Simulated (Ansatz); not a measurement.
# Ti (P1) in Ansatz: convergence with ecutrho ratio

Aim: find how far ecutrho ratio must go before the results for Ti settle, at PBE. This setting moves, with any that are tied to it; all else stays.

All numbers are computed with Ansatz 0.2.0; they aren't measurements. Logs are shortened: lines on timing, memory, paths and dates and some standing lists are left out, and cuts for length are marked.

**1. The cell of the first run**

The typed cell holds 3 atoms: a = 4.567 Å, b = 4.567 Å, c = 2.826 Å, α = 90.00°, β = 90.00°, γ = 120.00°.

This isn't the form of Ti at room conditions, which is hcp.

The cell isn't the ideal one: atoms moved at random, drawn with an rms of 0.05 Å.

**2. With ecutrho ratio 4**

Contents of input.yaml:

```yaml
crystal:
  lattice:
    - [4.5673748306, 0.0, 0.0]
    - [-2.2836874153, 3.9554626319, 0.0]
    - [0.0, 0.0, 2.82624427]
  atoms:
    - { symbol: Ti, position: [0.666995, 0.333694, 0.504355] }
    - { symbol: Ti, position: [0.339798, 0.671284, 0.480116] }
    - { symbol: Ti, position: [0.006261, 0.005337, 0.003254] }
hamiltonian:
  xc: pbe
  pseudopotentials: { kind: nc }
kpoints:
  mp_grid: { grid: [5, 5, 7] }
scf:
  occupations: { method: gaussian, width: 0.05 }
output:
  forces: true
  stress: true
  eigenvalues: true
basis:
  ecutrho_ratio: 4
```

Potentials or basis: Ansatz NC.

Run with:

```
$ ansatz run input.yaml --threads 2 --pin off --max-ram 5632MiB --backend cpu --events-out ev --progress --plain --runs-dir out
```

What it wrote:

```text
Warning: RAYON_NUM_THREADS=2 ignored (pool sized by the plan → 2); use --threads N
Engine: ansatz 0.2.0, x86_64-unknown-linux-gnu
Pseudopotentials: kind: nc
Pseudopotential: Ti, nc, valence charge 12, recommended cutoff 1155 eV (normal), Ti.nc.azcp
Functional definition: PBE
  parameter kappa = 0.804
  parameter beta = 0.06672455060314922
  exchange = pbe_x(kappa = kappa, mu = beta*pi^2/3)
  correlation = pbe_c(beta = beta)
Crystal: 3 atoms, lattice volume = 51.059 Å³
Basis set: ecut = 1155 eV, 4551 PW (Γ), exchange–correlation on 108×108×64 points (8 copies of the dense FFT grid, shifted against one another)
Bands: 22, of which v1, the nominal top of the filled ones, is band 18 counted from 1 (17 counted from 0)
Symmetry: 1 space group operations
Space group: P1 (ITA 1), of the structure as read, at distance tolerance 3.7e-5 Å
k-points: 88 of 175 (time reversal used)
Non-local potential: Ti, projectors of the file, l = 0: 2, l = 1: 2, l = 2: 2
Initial density: superposition of atomic densities (chi_scale 0.1, normalization cell)
Initial wavefunctions: pseudopotential atomic-orbital guess
Functional: x = pbe(κ = 0.804, μ = 0.2195149727645171), c = pbe(β = 0.06672455060314922)
SCF iter   1: F=—  HF=-4855.602718 eV  |F-HF|=—  |Δ(HF+E_count)|=         —  Δρ=6.31e-2  dr2=2.19e0  ethr=3.10e-3  ⟨swp⟩=6.0  Hψ=8923  notcnv=0
preconditioner: auto → none  [metal: Δε(μ)=0.025 eV  Ē_g=2.734 eV  σ=0.050 eV  W_gap=0.26  n_scr=8 (ndim 8)  ℏωp=18.0 eV  f_vac=0.000  D(μ)=1.59/eV (n_scr^D=8)  sad-step TF]
SCF iter   2: F=—  HF=-4855.082160 eV  |F-HF|=—  |Δ(HF+E_count)|=   5.21e-1  Δρ=3.14e-2  dr2=7.18e-1  ethr=3.10e-3  ⟨swp⟩=4.7  Hψ=5410  notcnv=0
SCF iter   3: F=—  HF=-4856.075498 eV  |F-HF|=—  |Δ(HF+E_count)|=   9.93e-1  Δρ=1.09e-1  dr2=1.20e1  ethr=1.99e-3  ⟨swp⟩=4.7  Hψ=6350  notcnv=0  recentre
SCF iter   4: F=—  HF=-4854.981307 eV  |F-HF|=—  |Δ(HF+E_count)|=    1.09e0  Δρ=9.79e-3  dr2=2.31e-2  ethr=1.99e-3  ⟨swp⟩=5.0  Hψ=5796  notcnv=0
SCF iter   5: F=—  HF=-4854.983233 eV  |F-HF|=—  |Δ(HF+E_count)|=   1.93e-3  Δρ=8.07e-3  dr2=5.97e-2  ethr=6.41e-5  ⟨swp⟩=3.4  Hψ=3891  notcnv=0
SCF iter   6: F=—  HF=-4854.999526 eV  |F-HF|=—  |Δ(HF+E_count)|=   1.63e-2  Δρ=1.80e-2  dr2=3.43e-1  ethr=6.41e-5  ⟨swp⟩=3.3  Hψ=3402  notcnv=0  recentre
SCF iter   7: F=—  HF=-4854.979129 eV  |F-HF|=—  |Δ(HF+E_count)|=   2.04e-2  Δρ=1.92e-3  dr2=2.93e-3  ethr=6.41e-5  ⟨swp⟩=3.1  Hψ=3225  notcnv=0
SCF iter   8: F=—  HF=-4854.978898 eV  |F-HF|=—  |Δ(HF+E_count)|=   2.31e-4  Δρ=3.71e-4  dr2=6.51e-5  ethr=8.14e-6  ⟨swp⟩=1.9  Hψ=2159  notcnv=0
SCF iter   9: F=—  HF=-4854.978908 eV  |F-HF|=—  |Δ(HF+E_count)|=   9.93e-6  Δρ=1.42e-4  dr2=7.25e-6  ethr=1.81e-7  ⟨swp⟩=3.5  Hψ=3706  notcnv=0
SCF iter  10: F=—  HF=-4854.978908 eV  |F-HF|=—  |Δ(HF+E_count)|=   8.34e-8  Δρ=8.81e-5  dr2=7.41e-6  ethr=2.02e-8  ⟨swp⟩=2.8  Hψ=3075  notcnv=0
SCF iter  11: F=—  HF=-4854.978907 eV  |F-HF|=—  |Δ(HF+E_count)|=   4.00e-7  Δρ=5.32e-5  dr2=2.87e-6  ethr=2.02e-8  ⟨swp⟩=1.4  Hψ=2005  notcnv=0
SCF iter  12: F=—  HF=-4854.978907 eV  |F-HF|=—  |Δ(HF+E_count)|=   1.91e-7  Δρ=1.42e-5  dr2=1.93e-7  ethr=7.96e-9  ⟨swp⟩=1.7  Hψ=2149  notcnv=0
SCF iter  13: F=-4854.978907 eV  HF=-4854.978907 eV  |F-HF|=1.33e-9  |Δ(HF+E_count)|=   2.00e-8  Δρ=1.62e-6  dr2=1.76e-9  ethr=2.78e-10  ⟨swp⟩=8.2  Hψ=9281  notcnv=0
SCF 1 converged in 13 iterations: F = -4854.978907 eV  dr2 = 1.76e-9
SCF converged after 13 iterations
Free energy (F): -4854.978907 eV
Harris-Foulkes:  -4854.978907 eV  (|F-HF|=1.33e-9)
Internal energy: -4854.972307 eV  (E = F + TS)
E sigma→0 (E₀):  -4854.975607 eV
Entropy (-TS):   -0.006601 eV (-2.200 meV/atom)
Fermi energy:    13.546067 eV
--- Per-component energies (eV) ---
  E_band       = -462.217045
  E_kinetic    = 1951.231716
  E_local      = -3620.721457  (includes V_loc(G=0)·N_el)
  E_nonlocal   = 25.113504
  E_hartree    = 990.245630
  E_xc         = -714.875382
  E_vxc        = -798.331789  (∫ρ·V_xc dr)
  E_ewald      = -3485.966317
  E_smearing   = -0.006601  (= −TS)
  E_closure    = -0.000000  (closes the sum)
  Σ components = -4854.978907   (vs F -4854.978907, Δ=0.00e0)
--- Forces (eV/Å), atoms counted from 1 ---
  atom   1  Ti     0.07731915     0.07500424    -0.01751691
  atom   2  Ti    -0.05801650    -0.04663705     0.20074253
  atom   3  Ti    -0.01930152    -0.02836532    -0.18322558
  max |Σ_I F_I| component: 1.86e-6 eV/Å
--- Stress (GPa, compression-positive) ---
        0.745518       0.023710       0.000725
        0.023710       0.726401       0.007396
        0.000725       0.007396       1.262807
  P = ⅓ Tr σ = 0.9116 GPa (9.116 kbar)
--- Band table (eV; the first three rows and the last of 88) ---
  k-point 0: bands = ["-43.2671", "-43.0024", "-42.8343", "-19.6042", "-19.5962", "-19.5118", "-19.4774", "-19.2092", "-18.9990", "-18.9144", "-18.9040", "-18.8783", "7.4854", "11.6324", "12.8597", "12.8800", "12.9543", "12.9659", "13.5631", "14.2725", "14.8692", "14.8732"]
  k-point 1: bands = ["-43.2541", "-42.9942", "-42.8242", "-19.5849", "-19.5782", "-19.4997", "-19.4655", "-19.2898", "-19.0968", "-18.9958", "-18.9061", "-18.8792", "7.9420", "11.9690", "12.5733", "12.5781", "12.7535", "12.7594", "14.1629", "14.6586", "14.7682", "14.7712"]
  k-point 2: bands = ["-43.2246", "-42.9758", "-42.8015", "-19.5401", "-19.5369", "-19.4723", "-19.4658", "-19.4382", "-19.3147", "-19.1760", "-18.9125", "-18.8826", "9.1740", "11.9541", "11.9916", "12.3235", "12.3256", "12.5282", "14.6956", "14.7248", "15.0411", "15.1264"]
  k-point 87: bands = ["-43.2448", "-42.9636", "-42.8652", "-19.6728", "-19.6470", "-19.4255", "-19.2692", "-19.2597", "-19.0858", "-19.0470", "-19.0208", "-18.8711", "9.1758", "11.3656", "11.5801", "12.7792", "13.0448", "13.2014", "14.0603", "14.1404", "14.1761", "14.6557"]
```

It took 48 s on 2 threads of Intel Xeon at 2.50GHz (Skylake/Cascade Lake), shared host; peak memory 0.52 GiB.

What came out:

| Quantity | Value |
| --- | --- |
| Free energy | -4854.9789 eV |
| Pressure | 0.9 GPa |
| Largest force | 0.214 eV/Å |
| Band gap on the k mesh | none (metal or under the smearing width) |

**3. With ecutrho ratio 5**

input.yaml, as its differences from that of step 2:

```diff
@@ -21,2 +21,2 @@
 basis:
-  ecutrho_ratio: 4
+  ecutrho_ratio: 5
```

Potentials or basis: Ansatz NC.

Run with:

```
$ ansatz run input.yaml --threads 2 --pin off --max-ram 5632MiB --backend cpu --events-out ev --progress --plain --runs-dir out
```

Wall time 48 s (2 threads of Intel Xeon at 2.50GHz (Skylake/Cascade Lake), shared host); peak memory 0.55 GiB.

Results:

| Quantity | Value |
| --- | --- |
| Free energy | -4854.9789 eV |
| Pressure | 0.9 GPa |
| Largest force | 0.214 eV/Å |
| Band gap on the k mesh | none (metal or under the smearing width) |

**4. With ecutrho ratio 6**

input.yaml, as its differences from that of step 3:

```diff
@@ -21,2 +21,2 @@
 basis:
-  ecutrho_ratio: 5
+  ecutrho_ratio: 6
```

Run with:

```
$ ansatz run input.yaml --threads 2 --pin off --max-ram 5632MiB --backend cpu --events-out ev --progress --plain --runs-dir out
```

Run time: 48 s. Hardware: 2 threads of Intel Xeon at 2.50GHz (Skylake/Cascade Lake), shared host; peak memory 0.57 GiB.

What came out:

```yaml
Free_energy: -4854.9789 eV
Pressure: 0.9 GPa
Largest_force: 0.214 eV/Å
Band_gap_on_the_k_mesh: none (metal or under the smearing width)
```

**5. With ecutrho ratio 8**

input.yaml, as its differences from that of step 4:

```diff
@@ -21,2 +21,2 @@
 basis:
-  ecutrho_ratio: 6
+  ecutrho_ratio: 8
```

Run with:

```
$ ansatz run input.yaml --threads 2 --pin off --max-ram 5632MiB --backend cpu --events-out ev --progress --plain --runs-dir out
```

Wall time 57 s (2 threads of Intel Xeon at 2.50GHz (Skylake/Cascade Lake), shared host); peak memory 0.61 GiB.

The run converged. Its results:

```
Free energy            : -4854.9789 eV
Pressure               : 0.9 GPa
Largest force          : 0.214 eV/Å
Band gap on the k mesh : none (metal or under the smearing width)
```

**6. With ecutrho ratio 10**

input.yaml, as its differences from that of step 5:

```diff
@@ -21,2 +21,2 @@
 basis:
-  ecutrho_ratio: 8
+  ecutrho_ratio: 10
```

Potentials or basis: Ansatz NC.

Run with:

```
$ ansatz run input.yaml --threads 2 --pin off --max-ram 5632MiB --backend cpu --events-out ev --progress --plain --runs-dir out
```

Run time: 52 s. Hardware: 2 threads of Intel Xeon at 2.50GHz (Skylake/Cascade Lake), shared host; peak memory 0.69 GiB.

It converged, with:

| Property | Result |
| --- | --- |
| Free energy | -4854.9789 eV |
| Pressure | 0.9 GPa |
| Largest force | 0.214 eV/Å |
| Band gap on the k mesh | none (metal or under the smearing width) |

**7. With ecutrho ratio 12**

input.yaml, as its differences from that of step 6:

```diff
@@ -21,2 +21,2 @@
 basis:
-  ecutrho_ratio: 10
+  ecutrho_ratio: 12
```

Run with:

```
$ ansatz run input.yaml --threads 2 --pin off --max-ram 5632MiB --backend cpu --events-out ev --progress --plain --runs-dir out
```

Run time: 51 s. Hardware: 2 threads of Intel Xeon at 2.50GHz (Skylake/Cascade Lake), shared host; peak memory 0.78 GiB.

The run converged. Its results:

* Free energy: -4854.9789 eV
* Pressure: 0.9 GPa
* Largest force: 0.214 eV/Å
* Band gap on the k mesh: none (metal or under the smearing width)

**8. The series at a glance**

| ecutrho ratio | energy less the tightest run, at zero smearing (meV/atom) | SCF cycles | CPU time (s) | peak memory (GiB) |
| --- | --- | --- | --- | --- |
| 4 | 0.00 | 13 | 72 | 0.52 |
| 5 | 0.00 | 13 | 73 | 0.55 |
| 6 | 0.00 | 13 | 73 | 0.57 |
| 8 | 0.00 | 13 | 75 | 0.61 |
| 10 | 0.00 | 13 | 75 | 0.69 |
| 12 | 0.00 | 13 | 79 | 0.78 |

Against the tightest run, the energy stays within 1 meV/atom from 4 on. The tightest run that finished is the yardstick and may itself not be fully converged.
